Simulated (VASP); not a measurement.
# Ti (P6/mmm) in VASP: notebook

The runs below take Ti through single point, with PBEsol.

Everything below comes from runs of VASP 6.6.1. Logs are shortened: lines on timing, memory, paths and dates and some standing lists are left out, and cuts for length are marked.

### 1 The crystal as given

It takes space group P6/mmm (No. 191, hexagonal). The conventional cell has a = 4.685 Å, b = 4.685 Å, c = 2.374 Å, α = 90.00°, β = 90.00°, γ = 120.00°. Ti (site symmetry -6m2) is surrounded by 5 Ti at 2.37 to 2.70 Å.

The cell was built by a generator and needn't be a form met in nature.

### 2 Single point, PBEsol

Input file INCAR:

```
SYSTEM = Ti
PREC = Accurate
ENCUT = 520
EDIFF = 1E-7
ISMEAR = 0
SIGMA = 0.1
LREAL = .FALSE.
LASPH = .TRUE.
NELM = 100
ALGO = Fast
ISIF = 2
LWAVE = .FALSE.
LCHARG = .FALSE.
GGA = PS
NBANDS = 19
```

Input file KPOINTS:

```
regular mesh
0
G
  15 15 24
  0 0 0
```

Input file POSCAR:

```
Ti
1.0
    4.6849446052      0.0000000000      0.0000000000
   -2.3424723026      4.0572810434      0.0000000000
    0.0000000000      0.0000000000      2.3744335187
Ti
2
Direct
    0.3333333333      0.6666666667      0.0000000000
    0.6666666667      0.3333333333      0.0000000000
```

Potentials or basis: VASP PAW PBE potentials, release 64 (Ti_sv).

Command:

```bash
> cat potpaw_PBE.64/Ti_sv/POTCAR > POTCAR
> mpirun -np 1 vasp_std > vasp.out
```

OUTCAR:

```text
SYSTEM = Ti
   PREC = Accurate
   ENCUT = 520
   EDIFF = 1E-7
   ISMEAR = 0
   LREAL = .FALSE.
   LASPH = .TRUE.
   NELM = 100
   ISIF = 2
   GGA = PS

 ion  position               nearest neighbor table
   1  0.333  0.667  0.000-   2 2.70   2 2.70   2 2.70
   2  0.667  0.333  0.000-   1 2.70   1 2.70   1 2.70

  LATTYP: Found a hexagonal cell.
 ALAT       =     4.6849446052
 C/A-ratio  =     0.5068221118

  Lattice vectors:

 A1 = (   4.6849446052,   0.0000000000,   0.0000000000)
 A2 = (  -2.3424723026,   4.0572810434,   0.0000000000)
 A3 = (   0.0000000000,   0.0000000000,   2.3744335187)

Analysis of symmetry for initial positions (statically):
=====================================================================
 Subroutine PRICEL returns:
 Original cell was already a primitive cell.

 Routine SETGRP: Setting up the symmetry group for a
 hexagonal supercell.

 Subroutine GETGRP returns: Found 24 space group operations
 (whereof 24 operations were pure point group operations)
 out of a pool of 24 trial point group operations.

The static configuration has the point symmetry D_6h.

Analysis of symmetry for dynamics (positions and initial velocities):
=====================================================================
 Subroutine PRICEL returns:
 Original cell was already a primitive cell.

 Routine SETGRP: Setting up the symmetry group for a
 hexagonal supercell.

 Subroutine GETGRP returns: Found 24 space group operations
 (whereof 24 operations were pure point group operations)
 out of a pool of 24 trial point group operations.

The dynamic configuration has the point symmetry D_6h.

 Subroutine INISYM returns: Found 24 space group operations
 (whereof 24 operations are pure point group operations),
 and found     1 'primitive' translations

----------------------------------------------------------------------------------------

                                     Primitive cell

  volume of cell :      45.1336

  direct lattice vectors                    reciprocal lattice vectors
     4.684944605  0.000000000  0.000000000     0.213449696  0.123235239  0.000000000
    -2.342472303  4.057281043  0.000000000     0.000000000  0.246470478  0.000000000
     0.000000000  0.000000000  2.374433519     0.000000000  0.000000000  0.421153084

  length of vectors
     4.684944605  4.684944605  2.374433519     0.246470478  0.246470478  0.421153084

  position of ions in fractional coordinates (direct lattice)
     0.333333333  0.666666667  0.000000000
     0.666666667  0.333333333  0.000000000

  ion indices of the primitive-cell ions
   primitive index   ion index
                 1           1
                 2           2

----------------------------------------------------------------------------------------

 KPOINTS: regular mesh

Automatic generation of k-mesh.
 Grid dimensions read from file:
 generate k-points for:   15   15   24

 Generating k-lattice:

  Cartesian coordinates                     Fractional coordinates (reciprocal lattice)
     0.014229980  0.008215683  0.000000000     0.066666667  0.000000000  0.000000000
     0.000000000  0.016431365  0.000000000     0.000000000  0.066666667  0.000000000
     0.000000000  0.000000000  0.017548045     0.000000000  0.000000000  0.041666667

  Length of vectors
     0.016431365  0.016431365  0.017548045

  Shift w.r.t. Gamma in fractional coordinates (k-lattice)
     0.000000000  0.000000000  0.000000000

 Subroutine IBZKPT returns following result:
 ===========================================

 Found    351 irreducible k-points:

 Following reciprocal coordinates:
            Coordinates               Weight
  0.000000  0.000000  0.000000      1.000000
  0.066667  0.000000  0.000000      6.000000
  0.133333 -0.000000  0.000000      6.000000
  0.200000  0.000000  0.000000      6.000000
  0.266667 -0.000000  0.000000      6.000000
  0.333333 -0.000000  0.000000      6.000000
[... 16 lines left out ...]
  0.333333  0.200000  0.000000     12.000000
  0.400000  0.200000  0.000000      6.000000
 [... further k-points ...]
   k-points           NKPTS =    351   k-points in BZ     NKDIM =    351   number of bands    NBANDS=     19
   number of dos      NEDOS =    301   number of ions     NIONS =      2
   total plane-waves  NPLWV =  23328
   dimension x,y,z NGX =    36 NGY =   36 NGZ =   18
   dimension x,y,z NGXF=    72 NGYF=   72 NGZF=   36
   ions per type =               2
   NGX,Y,Z   is equivalent  to a cutoff of  12.77, 12.77, 12.60 a.u.
   NGXF,Y,Z  is equivalent  to a cutoff of  25.55, 25.55, 25.21 a.u.
 SYSTEM =  Ti
   PREC   = accura    normal or accurate (medium, high low for compatibility)
   ISTART =      0    job   : 0-new  1-cont  2-samecut
   ICHARG =      2    charge: 1-file 2-atom 10-const
   ISPIN  =      1    spin polarized calculation?
   LNONCOLLINEAR =      F non collinear calculations
   LSORBIT =      F    spin-orbit coupling
   LASPH  =      T    aspherical Exc in radial PAW
   ENCUT  =  520.0 eV  38.22 Ry    6.18 a.u.   8.71  8.71  4.41*2*pi/ulx,y,z
   NELM   =    100;   NELMIN=  2; NELMDL= -5     # of ELM steps
   EDIFF  = 0.1E-06   stopping-criterion for ELM
   LREAL  =      F    real-space projection
   EDIFFG = 0.1E-05   stopping-criterion for IOM
   NSW    =      0    number of steps for IOM
   IBRION =     -1    ionic relax: 0-MD 1-quasi-New 2-CG
   NFREE  =      0    steps in history (QN), initial steepest desc. (CG)
   ISIF   =      2    stress and relaxation
   ISYM   =      2    0-nonsym 1-usesym 2-fastsym
   POTIM  = 0.5000    time-step for ionic-motion
   TEBEG  =    0.0;   TEEND  =   0.0 temperature during run
   PSTRESS=    0.0 pullay stress
   NELECT =      24.0000    total number of electrons
   NUPDOWN=      -1.0000    fix difference up-down
   EMIN   =  10.00;   EMAX   =-10.00  energy-range for DOS
   EFERMI =   0.00;   METHOD = LEGACY
   ISMEAR =     0;   SIGMA  =   0.10  broadening in eV -4-tet -1-fermi 0-gaus
   EFERMI_NEDOS =   21; number of points for ismear=-14 and -15
   IALGO  =     68    algorithm
   IMIX   =      4    mixing-type and parameters
     AMIX     =   0.40;   BMIX     =  1.00
     AMIX_MAG =   1.60;   BMIX_MAG =  1.00
  volume/ion in A,a.u.               =      22.57       152.29
  Fermi-wavevector in a.u.,A,eV,Ry     =   1.326311  2.506364 23.934022  1.759101
  Thomas-Fermi vector in A             =   2.455707
   LORBIT       =      0    0 simple, 1 ext, 2 COOP (PROOUT), +10 PAW based schemes
   GGA     = PS    functional components
   LHFCALC =     F    Hartree Fock is set to
   AEXX    =    0.0000 exact exchange contribution
   IVDW    =     0    specifies the selected vdW correction
   LEPSILON=     F    determine dielectric tensor
   LRPA    =     F    only Hartree local field effects (RPA)
 non-spin polarized calculation
 RMM-DIIS sequential band-by-band and
 Gauss-broadening in eV      SIGMA  =   0.10
  energy-cutoff  :      520.00
  volume of cell :       45.13
 maximum number of plane-waves:      1239
 NGX is ok and might be reduce to    36

 number of electron      23.9999999 magnetization

 Free energy of the ion-electron system (eV)
  ---------------------------------------------------
  ext. energy  EPLUGINS =         0.00000000
  ---------------------------------------------------
  free energy    TOTEN  =       -13.71582359 eV

  energy without entropy =      -13.70047880  energy(sigma->0) =      -13.70815119

 E-fermi :   5.0543     XC(G=0): -10.0677

 val. band max:        5.0528463472   @ k =   0.0667   0.0667   0.1250
 cond. band min:       5.0558250407   @ k =   0.0667   0.0000   0.1250
 fundamental gap:      0.0029786934
 Fermi energy:         5.0543395016

 k-point     1 :       0.0000    0.0000    0.0000
  band No.  band energies     occupation
      1     -51.3035      2.00000
      2     -51.1570      2.00000
      3     -27.8382      2.00000
      4     -27.8382      2.00000
      5     -27.3658      2.00000
      6     -27.3658      2.00000
[... 11 lines left out ...]
     18       9.4836      0.00000
     19       9.4837      0.00000

 k-point     2 :       0.0667    0.0000    0.0000
  band No.  band energies     occupation
      1     -51.3021      2.00000
      2     -51.1585      2.00000
      3     -27.8401      2.00000
      4     -27.8345      2.00000
      5     -27.3697      2.00000
      6     -27.3638      2.00000
[... 11 lines left out ...]
     18       9.4793      0.00000
     19       9.4882      0.00000

 k-point     3 :       0.1333   -0.0000    0.0000
  band No.  band energies     occupation
      1     -51.2979      2.00000
      2     -51.1627      2.00000
      3     -27.8454      2.00000
      4     -27.8236      2.00000
      5     -27.3811      2.00000
      6     -27.3583      2.00000
[... 11 lines left out ...]
     18       9.4803      0.00000
     19       9.5374      0.00000

 k-point     4 :       0.2000    0.0000    0.0000
  band No.  band energies     occupation
      1     -51.2913      2.00000
      2     -51.1694      2.00000
      3     -27.8529      2.00000
      4     -27.8064      2.00000
      5     -27.3991      2.00000
      6     -27.3503      2.00000
[... 11 lines left out ...]
     18       9.5218      0.00000
     19       9.6563      0.00000

 k-point     5 :       0.2667   -0.0000    0.0000
  band No.  band energies     occupation
      1     -51.2827      2.00000
      2     -51.1782      2.00000
      3     -27.8613      2.00000
      4     -27.7846      2.00000
      5     -27.4217      2.00000
      6     -27.3415      2.00000
[... 11 lines left out ...]
     18       9.1053      0.00000
     19       9.2247      0.00000
[... 334 lines left out ...]
      2     -51.1910      2.00000
      3     -27.8777      2.00000
      4     -27.7422      2.00000
      5     -27.4649      2.00000
      6     -27.3250      2.00000
[... 11 lines left out ...]
     18       8.8149      0.00000
     19       8.8666      0.00000

 k-point    22 :       0.2667    0.2000    0.0000
  band No.  band energies     occupation
      1     -51.2600      2.00000
      2     -51.2012      2.00000
      3     -27.8860      2.00000
      4     -27.7115      2.00000
      5     -27.4960      2.00000
      6     -27.3165      2.00000
[... 11 lines left out ...]
     18       8.6611      0.00000
     19       8.9128      0.00000

 k-point    23 :       0.3333    0.2000    0.0000
  band No.  band energies     occupation
      1     -51.2505      2.00000
      2     -51.2108      2.00000
      3     -27.8916      2.00000
      4     -27.6840      2.00000
      5     -27.5239      2.00000
      6     -27.3108      2.00000
[... 11 lines left out ...]
     18       8.6209      0.00000
     19       8.9539      0.00000

 k-point    24 :       0.4000    0.2000    0.0000
  band No.  band energies     occupation
      1     -51.2457      2.00000
      2     -51.2156      2.00000
      3     -27.8935      2.00000
      4     -27.6716      2.00000
      5     -27.5364      2.00000
      6     -27.3088      2.00000
[... 11 lines left out ...]
     18       8.6169      0.00000
     19       8.9721      0.00000

 [... further k-points ...]
[... 5 lines left out ...]
  --------------------------------------------------------------------------------------
  -------------------------------------------------------------------------------------
  Total       -0.0522697     -0.0522697      0.0426562      0.0000000      0.0000000      0.0000000
  in kB       -1.8555014     -1.8555014      1.5142362      0.0000000      0.0000000      0.0000000
  external PRESSURE =      -0.7322555 kB  Pullay stress =       0.0000000 kB

 VOLUME and BASIS-vectors are now :
 -----------------------------------------------------------------------------
  energy-cutoff  :      520.00
  volume of cell :       45.13
      direct lattice vectors                 reciprocal lattice vectors
     4.684944605  0.000000000  0.000000000     0.213449696  0.123235239  0.000000000
    -2.342472303  4.057281043  0.000000000     0.000000000  0.246470478  0.000000000
     0.000000000  0.000000000  2.374433519     0.000000000  0.000000000  0.421153084

 POSITION                                       TOTAL-FORCE (eV/Angst)
 -----------------------------------------------------------------------------------
     -0.00000      2.70485      0.00000         0.000000      0.000000      0.000000
      2.34247      1.35243      0.00000        -0.000000      0.000000     -0.000000
 -----------------------------------------------------------------------------------
    total drift:                                0.000000      0.000000      0.000000

  FREE ENERGIE OF THE ION-ELECTRON SYSTEM (eV)
  ---------------------------------------------------
  free  energy   TOTEN  =       -13.7158235898 eV

  energy  without entropy=      -13.7004787952  energy(sigma->0) =      -13.70815119
```

Wall time 9.1 min (1 thread of Intel Xeon Platinum 8488C (Sapphire Rapids), shared host); peak memory 0.35 GiB.

What came out:

```yaml
Free_energy: -13.7158 eV
Pressure: -0.1 GPa
Band_gap_on_the_k_mesh: none (metal or under the smearing width)
```

Caveat: the PAW data sets were made with another functional, which shifts forces and pressure a little.

### 3 Single point, PBEsol

This run uses another cell than the first one: it holds 4 atoms, not 2.

Input file INCAR:

```
ALGO = Normal
EDIFF = 1E-7
ENCUT = 520
GGA = PS
ISIF = 2
ISMEAR = 0
LASPH = True
LCHARG = True
LELF = True
LREAL = False
LVHAR = True
LWAVE = False
NBANDS = 32
NELM = 100
PREC = Accurate
SIGMA = 0.1
```

Input file KPOINTS:

```
k-points
0
Gamma
  6 6 4
```

Input file POSCAR:

```
Ti
1.0
    2.1943530355     -3.7190214569      0.0000000000
    2.1943530355      3.7190214569      0.0000000000
    0.0000000000      0.0000000000      4.3945437982
Ti
4
Direct
    0.1525000000      0.8475000000      0.0785000000
    0.6525000000      0.3475000000      0.4215000000
    0.8475000000      0.1525000000      0.9215000000
    0.3475000000      0.6525000000      0.5785000000
```

Potentials or basis: VASP PAW PBE potentials, release 64 (Ti_sv).

Command:

```bash
> cat potpaw_PBE.64/Ti_sv/POTCAR > POTCAR
> mpirun -np 1 vasp_std > vasp.out
```

It took 38 s on 1 thread of Intel Xeon 6975P-C (Granite Rapids), shared host; peak memory 0.21 GiB.

Results (log left out):

| Item | Value |
| --- | --- |
| Free energy | -28.9268 eV |
| Pressure | 5.4 GPa |
| Largest force | 0.372 eV/Å |
| Band gap on the k mesh | none (metal or under the smearing width) |

Forces on the atoms (eV/Å):
```
Ti   0.000 -0.143 -0.344
Ti   0.000 -0.143  0.344
Ti   0.000  0.143  0.344
Ti   0.000  0.143 -0.344
```

Stress tensor (GPa, compression positive):
```
 1.92  0.00  0.00
 0.00 15.59  0.00
 0.00  0.00 -1.33
```

Levels at points of the mesh, in eV from the Fermi level:
```
           k point  band 20  band 21  band 22  band 23  band 24  band 25  band 26  band 27  band 28  band 29
(0.00, 0.00, 0.00)    -1.51    -0.67    -0.63    -0.06    -0.03     0.17     0.24     1.29     1.38     1.39
(0.50, 0.00, 0.00)    -1.63    -0.69    -0.69    -0.34    -0.34    -0.19    -0.19     0.96     0.96     1.73
(0.50, 0.50, 0.00)    -1.40    -1.17    -1.06    -0.72    -0.27     0.20     0.83     0.99     1.68     1.73
(0.00, 0.00, 0.50)    -1.32    -0.90    -0.90    -0.44    -0.44     0.49     0.49     1.27     1.27     1.41
(0.50, 0.00, 0.50)    -2.02    -0.97    -0.97    -0.12    -0.12     0.30     0.30     0.56     0.56     2.15
(0.50, 0.50, 0.50)    -1.43    -0.86    -0.86    -0.70    -0.70     0.00     0.00     0.10     0.10     1.80
```

Caveat: the PAW data sets were made with another functional, which shifts forces and pressure a little.

### 4 Single point, PBEsol

This run uses another cell than the first one: it holds 3 atoms, not 2.

Input file INCAR:

```
  ALGO = Normal
  EDIFF = 1E-7
  ENCUT = 520
  GGA = PS
  ISIF = 2
  ISMEAR = 0
  LASPH = True
  LCHARG = True
  LELF = True
  LREAL = False
  LVHAR = True
  LWAVE = False
  NBANDS = 25
  NELM = 100
  PREC = Accurate
  SIGMA = 0.1
```

KPOINTS is that of step 3.

Input file POSCAR:

```
Ti
1.0
    3.7564926717      0.0000000000      0.0000000000
   -1.8782463359      3.2532180829      0.0000000000
    0.0000000000      0.0000000000      4.2618666842
Ti
3
Direct
    0.2254000000      0.0000000000      0.3333333333
    0.0000000000      0.2254000000      0.6666666667
    0.7746000000      0.7746000000      0.0000000000
```

Command:

```bash
> cat potpaw_PBE.64/Ti_sv/POTCAR > POTCAR
> mpirun -np 1 vasp_std > vasp.out
```

Wall time 27 s (1 thread of AMD EPYC 9R14 (Zen 4), shared host); peak memory 0.14 GiB.

The run converged. Its results:

```yaml
Free_energy: -20.6965 eV
Pressure: 3.3 GPa
Largest_force: 2.533 eV/Å
Band_gap_on_the_k_mesh: none (metal or under the smearing width)
```

Forces in eV/Å, atoms in the order of the input:
```
Ti   2.533  0.000  0.000
Ti  -1.266  2.193  0.000
Ti  -1.266 -2.193  0.000
```

Stress tensor (GPa, compression positive):
```
3.58 0.00 0.00
0.00 3.58 0.00
0.00 0.00 2.80
```

Levels at points of the mesh, in eV from the Fermi level:
| k point | band 15 | band 16 | band 17 | band 18 | band 19 | band 20 | band 21 | band 22 |
| --- | --- | --- | --- | --- | --- | --- | --- | --- |
| (0.00, 0.00, 0.00) | -2.33 | -1.28 | -1.16 | -1.16 | 0.32 | 1.18 | 1.18 | 2.30 |
| (0.50, 0.00, 0.00) | -2.29 | -0.59 | -0.50 | 0.03 | 0.47 | 0.58 | 1.12 | 1.88 |
| (0.00, 0.00, 0.50) | -2.18 | -1.34 | -1.34 | -0.54 | 0.10 | 0.10 | 0.47 | 1.59 |
| (0.50, 0.00, 0.50) | -1.80 | -1.31 | -0.38 | -0.25 | 0.55 | 1.43 | 1.59 | 1.71 |

Caveat: the k mesh is coarse (spacing up to 0.37 Å⁻¹), so the values aren't converged; the PAW data sets were made with another functional, which shifts forces and pressure a little.

### 5 Overview

| cell | k mesh | mesh quality | gap on the mesh (eV) | pressure (GPa) | largest force (eV/Å) |
| --- | --- | --- | --- | --- | --- |
| P6/mmm, 22.57 Å³/atom | 15 × 15 × 24 | not flagged | none | -0.1 | - |
| Cmce, 17.93 Å³/atom | 6 × 6 × 4 | not flagged | none | 5.4 | 0.37 |
| P3_121, 17.36 Å³/atom | 6 × 6 × 4 | coarse | none | 3.3 | 2.53 |

Alike in all rows: task single point; level PBEsol; potentials or basis VASP PAW PBE potentials, release 64 (Ti_sv); no spin polarisation; cutoff (eV) 520; smearing gaussian 0.1 eV.

Caveats: some runs use coarse meshes; the PAW data sets were made with another functional, which shifts forces and pressure a little.

Absolute energies hang on the potentials; compare differences alone.
